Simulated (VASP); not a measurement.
Write the native input for VASP 6.6.1 that does the following.

```yaml
Task: relaxation of cell and atoms
Functional: PBE
Potentials_or_basis: VASP PAW PBE potentials, release 64 (Rb_sv, Cl)
Cutoff: 600 eV
k_mesh: 8 × 8 × 8
Occupations: gaussian, width 0.03 eV
Spin: no spin polarisation
Further_INCAR_settings: ALGO = Normal; EDIFF = 1e-06; IBRION = 2; EDIFFG = -0.01; NSW = 90; ISIF = 3
```

The structure of RbCl lies in POSCAR:

```
RbCl
1.0
    0.0000000000      3.2740000000      3.2740000000
    3.2740000000      0.0000000000      3.2740000000
    3.2740000000      3.2740000000      0.0000000000
Rb Cl
1 1
Direct
    0.0000000000      0.0000000000      0.0000000000
    0.5000000000      0.5000000000      0.5000000000
```

The input as run:

INCAR

```
SYSTEM = RbCl
  PREC = Accurate
  ENCUT = 600
  EDIFF = 1E-6
  ISMEAR = 0
  SIGMA = 0.03
  LREAL = .FALSE.
  LASPH = .TRUE.
  NELM = 80
  ALGO = Normal
  ISIF = 3
  LWAVE = .FALSE.
  LCHARG = .FALSE.
  GGA = PE
  IBRION = 2
  NSW = 90
  EDIFFG = -0.01
```

KPOINTS

```
regular mesh
0
G
  8 8 8
  0 0 0
```

Potentials or basis: VASP PAW PBE potentials, release 64 (Rb_sv, Cl).

Launch:

```console
$ cat potpaw_PBE.64/Rb_sv/POTCAR potpaw_PBE.64/Cl/POTCAR > POTCAR
$ mpirun -np 1 vasp_std > vasp.out
```

It gave:

- Relaxed volume: 37.60 Å³/atom
- Relaxed cell: a = 4.738 Å, b = 4.738 Å, c = 4.738 Å, α = 60.00°, β = 60.00°, γ = 60.00°
- Space group after relaxing (to 0.05 Å): Fm-3m (No. 225)
- Energy gained by relaxing: 8.8 meV/atom
- Ionic steps: 5
- Pressure after relaxing: 0.0 GPa
- Band gap on the k mesh: 4.83 eV, direct

Wall time 47 s on 1 thread of Intel(R) Xeon(R) 6975P-C (Granite Rapids) (shared host), peak memory 0.26 GiB.
